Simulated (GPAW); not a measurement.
Consider P (P2/m).

```xyz
2
Lattice="2.4247 0.0000 0.0000 0.0000 2.4385 0.0000 -0.0203 0.0000 4.8524" Properties=species:S:1:pos:R:3 pbc="T T T"
P    -0.0152    0.0000    3.6365
P     2.4196    0.0000    1.2159
```

Absorber: atom 1, with 3 P at 2.42 Å and 3 P at 2.43 Å (octahedral, site symmetry m). Method: GPAW, LDA, excited-electron core hole (neutral cell), 10-atom cell with 5.4 Å between holes, 4×4×4 k points, dipole transitions, Gaussian full width 0.9 eV up to 4 eV, rising linearly to 3.5 eV at 25 eV.

This is not the structure that P takes at ambient pressure and room temperature (space group No. 64); it is a model or a phase of other conditions.

Question: Predict the near-edge structure at the P K edge.

Main maxima up to 24 eV above the zero (height): 0.9 eV (1.42), 4.3 eV (1.87), 6.1 eV (1.75), 15.2 eV (0.79) and 19.6 eV (0.80). A K edge sees empty p states on the absorber. The total-energy difference is 2147.31 eV. One term is added: -15.84 eV, since the hole is spin-paired here and a spin-polarised one costs that much less in the free atom (computed apart). The photon energy is then 2131.47 eV. The functional leaves an error in such absolute values: in the free atom LDA prices this hole 8.5 eV below PBE (computed apart), and PBE is itself good to a few eV.

The P K spectrum (energy from the lowest empty level; intensity scaled to a mean of 1 over the first 20 eV; polarised curves are means over the symmetry-equivalent atoms):

| E (eV) | isotropic | ε ∥ x | ε ∥ y | ε ∥ z |
| --- | --- | --- | --- | --- |
| -2.0 | 0.00 | 0.00 | 0.00 | 0.00 |
| -1.4 | 0.00 | 0.00 | 0.00 | 0.00 |
| -0.8 | 0.04 | 0.04 | 0.05 | 0.02 |
| -0.2 | 0.51 | 0.53 | 0.58 | 0.41 |
| 0.4 | 1.25 | 1.19 | 1.38 | 1.17 |
| 1.0 | 1.41 | 1.42 | 1.45 | 1.35 |
| 1.6 | 1.29 | 1.30 | 1.28 | 1.30 |
| 2.2 | 1.27 | 1.21 | 1.20 | 1.40 |
| 2.8 | 1.65 | 1.70 | 1.80 | 1.44 |
| 3.4 | 1.74 | 1.76 | 1.71 | 1.74 |
| 4.0 | 1.81 | 1.71 | 1.86 | 1.86 |
| 4.6 | 1.76 | 1.92 | 1.75 | 1.60 |
| 5.2 | 1.40 | 1.29 | 1.29 | 1.62 |
| 5.8 | 1.69 | 1.60 | 1.64 | 1.83 |
| 6.4 | 1.66 | 1.80 | 1.66 | 1.53 |
| 7.0 | 1.32 | 1.39 | 1.32 | 1.25 |
| 7.6 | 1.08 | 1.07 | 1.06 | 1.11 |
| 8.2 | 0.92 | 0.95 | 0.89 | 0.94 |
| 8.8 | 0.72 | 0.73 | 0.68 | 0.75 |
| 9.4 | 0.54 | 0.54 | 0.51 | 0.57 |
| 10.0 | 0.47 | 0.46 | 0.46 | 0.48 |
| 10.6 | 0.46 | 0.44 | 0.46 | 0.46 |
| 11.2 | 0.49 | 0.48 | 0.51 | 0.49 |
| 11.8 | 0.56 | 0.56 | 0.57 | 0.54 |
| 12.4 | 0.62 | 0.64 | 0.64 | 0.59 |
| 13.0 | 0.68 | 0.68 | 0.70 | 0.66 |
| 13.6 | 0.73 | 0.71 | 0.74 | 0.74 |
| 14.2 | 0.76 | 0.74 | 0.76 | 0.79 |
| 14.8 | 0.78 | 0.77 | 0.78 | 0.80 |
| 15.4 | 0.79 | 0.79 | 0.79 | 0.78 |
| 16.0 | 0.76 | 0.77 | 0.76 | 0.74 |
| 16.6 | 0.72 | 0.73 | 0.71 | 0.71 |
| 17.2 | 0.70 | 0.70 | 0.69 | 0.70 |
| 17.8 | 0.71 | 0.71 | 0.71 | 0.72 |
| 18.4 | 0.75 | 0.75 | 0.75 | 0.75 |
| 19.0 | 0.78 | 0.79 | 0.78 | 0.78 |
| 19.6 | 0.80 | 0.80 | 0.79 | 0.79 |
| 20.2 | 0.79 | 0.80 | 0.78 | 0.79 |
| 20.8 | 0.77 | 0.78 | 0.76 | 0.77 |
| 21.4 | 0.75 | 0.75 | 0.74 | 0.75 |
| 22.0 | 0.73 | 0.73 | 0.72 | 0.73 |
| 22.6 | 0.70 | 0.70 | 0.69 | 0.70 |
| 23.2 | 0.66 | 0.66 | 0.65 | 0.66 |
| 23.8 | 0.61 | 0.61 | 0.60 | 0.62 |
| 24.4 | 0.56 | 0.56 | 0.56 | 0.57 |
| 25.0 | 0.53 | 0.52 | 0.52 | 0.54 |
| 25.6 | 0.51 | 0.50 | 0.50 | 0.52 |
| 26.2 | 0.51 | 0.51 | 0.51 | 0.52 |

The unit cell's mesh shows no gap over 0.35 eV. That is right for a metallic compound; for a small-gap or correlated insulator it would be the fault of the functional or of the assumed magnetic order, and the hole would be screened too well. The holes are only 5.4 Å apart, so the shape is probably not converged with cell size; no larger cell was run here. The mesh is coarse (0.32 Å⁻¹ between points), so small maxima may be mesh ripples. The structure is a computed Materials Project entry and may be a hypothetical form.

[Banner, clock and machine lines of the logs are left out without a mark of their own.]

[Logs are printed without paths, hosts, clocks, repeated set-up lines and the standing remarks that a program may print on its own settings, such as how far it seeks lower states.]

[Hosts, paths, dates, database ids (printed as entryN), source tags and the programs' standing remarks are cut or masked in the printed files.]

[Lists of maxima count a maximum above −3 eV only where it reaches 4 % of the highest in the window and stands out from its surroundings by 2 % of it (1.5 % where it reaches 55 %); shoulders and weaker maxima are passed over, and of the rest the first, up to two pre-edge ones and the few strongest are named.]
